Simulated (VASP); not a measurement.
Here is a VASP 6.6.1 calculation.

File INCAR:

```
SYSTEM = SnTe
ALGO = Normal ; EDIFF = 1E-6
ENCUT = 500 ; GGA = PS
GGA_COMPAT = .False. ; ISIF = 2
ISMEAR = 0 ; LASPH = .True.
LCHARG = .False. ; LREAL = .False.
LWAVE = .False. ; NBANDS = 17
NELM = 120 ; PREC = Accurate
SIGMA = 0.01
```

File KPOINTS:

```
k-points
0
Gamma
  6 6 6
  0 0 0
```

The input POSCAR:

```
SnTe
1.0
    0.0000000000      3.1225897333      3.1225897333
    3.1225897333      0.0000000000      3.1225897333
    3.1225897333      3.1225897333      0.0000000000
Sn Te
1 1
Direct
    0.0000000000      0.0000000000      0.0000000000
    0.5000000000      0.5000000000      0.5000000000
```

Potentials or basis: VASP PAW PBE potentials, release 64 (Sn_d, Te).

The run is started by

```bash
$ cat potpaw_PBE.64/Sn_d/POTCAR potpaw_PBE.64/Te/POTCAR > POTCAR
$ mpirun -np 1 vasp_std > vasp.out
```

Q: Estimate the band gap on the k mesh.

A: 0.22 eV, direct.

Q: Estimate the pressure.

A: 1.0 GPa.

Caveat: the PAW data sets were made with another functional, which shifts forces and pressure a little; spin-orbit coupling is left out, which moves the levels of the heavy elements.

**What was measured.**

From a printed reference work, textbook, for a bulk crystal of SnTe at 300 K: band gap 0.18 eV (direct).

Against the measured gap of SnTe, 0.18 eV (direct; 300 K; a printed reference work, textbook), the calculated 0.22 eV is off by +0.04 eV. Spin-orbit coupling on Sn, Te is left out. The value is that of PBEsol on a finite k mesh, which can miss the band edges, without temperature or zero-point motion.
